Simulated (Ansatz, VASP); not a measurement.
# TaN: VASP beside Ansatz

INCAR

```
PREC = Accurate
ENCUT = 520
EDIFF = 1E-6
ISMEAR = 0
SIGMA = 0.05
LREAL = False
LASPH = True
NELM = 100
ALGO = Normal
ISIF = 2
LWAVE = False
LCHARG = True
ISPIN = 2
MAGMOM = -0.17 -0.41 0 0
LORBIT = 11
LMAXMIX = 4
LDAU = True
LDAUTYPE = 2
LDAUL = 2 -1
LDAUU = 6 0
LDAUJ = 0 0
LDAUPRINT = 1
GGA = CA
LELF = True
LVHAR = True
NBANDS = 28
```

File KPOINTS:

```
regular mesh
0
Gamma
  7 7 4
```

POSCAR

```
TaN
1.0
    3.0480018400      0.0000000000      0.0000000000
   -1.5240009200      2.6396470300      0.0000000000
    0.0000000000      0.0000000000      4.9179997800
Ta N
2 2
Direct
    0.0000000000      0.0000000000      0.0000000000
    0.0000000000      0.0000000000      0.5000000000
    0.3333333333      0.6666666667      0.2500000000
    0.6666666667      0.3333333333      0.7500000000
```

input.yaml

```yaml
crystal:
  lattice:
    - [3.04800184, 0.0, 0.0]
    - [-1.52400092, 2.63964703, 0.0]
    - [0.0, 0.0, 4.91799978]
  atoms:
    - { symbol: Ta, position: [0.0, 0.0, 0.0], spin: -0.17 }
    - { symbol: Ta, position: [0.0, 0.0, 0.5], spin: -0.41 }
    - { symbol: "N", position: [0.3333333333, 0.6666666667, 0.25] }
    - { symbol: "N", position: [0.6666666667, 0.3333333333, 0.75] }
hamiltonian:
  xc: lda
  pseudopotentials: { kind: paw }
  hubbard: { sites: [{ species: Ta, l: d, u_eff: 6.0 }] }
magnetization:
  spin_polarized: true
kpoints:
  mp_grid: { grid: [7, 7, 4] }
scf:
  occupations: { method: gaussian, width: 0.05 }
output:
  forces: true
  stress: true
  eigenvalues: true
  write_density: true
  write_potential: true
  elf: true
  volumetric_format: npy
```

Alike in both runs: task single point; functional LDA; k mesh 7 × 7 × 4; occupations gaussian, width 0.05 eV; collinear spin, random start; Hubbard terms Ta d U = 6 eV.

|  | VASP | Ansatz |
| --- | --- | --- |
| version | VASP 6.6.1 | Ansatz 0.2.0 |
| potentials or method | VASP PAW LDA potentials, release 64 (Ta_pv, N) | Ansatz PAW |
| plane-wave cutoff (eV) | 520 | 420 |
| valence electrons in the cell | 32 | 36 |

```csv
,VASP,Ansatz,Ansatz less VASP
gap on the k mesh at the Fermi level (eV),none,none,-
rms of the force components (eV/Å),0.000,0.114,+0.1145
net moment per atom (μB),0.00,0.00,0.000
size of the moment on the site where the two differ most (μB),0.00,0.15,+0.151
```

Site moments also hang on the region over which each program counts them. The programs project onto different local orbitals, so the same U acts differently. Atom by atom the forces differ by 0.114 eV/Å (rms over components). A gap of «none» marks a metal or a gap that the smearing closes. The two sets of potentials don't hold the same shells in valence.

Caveats: the magnetic or orbital state may not be the lowest (Ansatz); the PAW data sets come from PBE, with cores solved anew for the run's functional, which leaves a small shift of forces and pressure (Ansatz); the starting moments weren't kept (Ansatz). The state reached can hang on the start; a lower one may exist. The runs have no spin-orbit coupling, so splittings on Ta are missing.
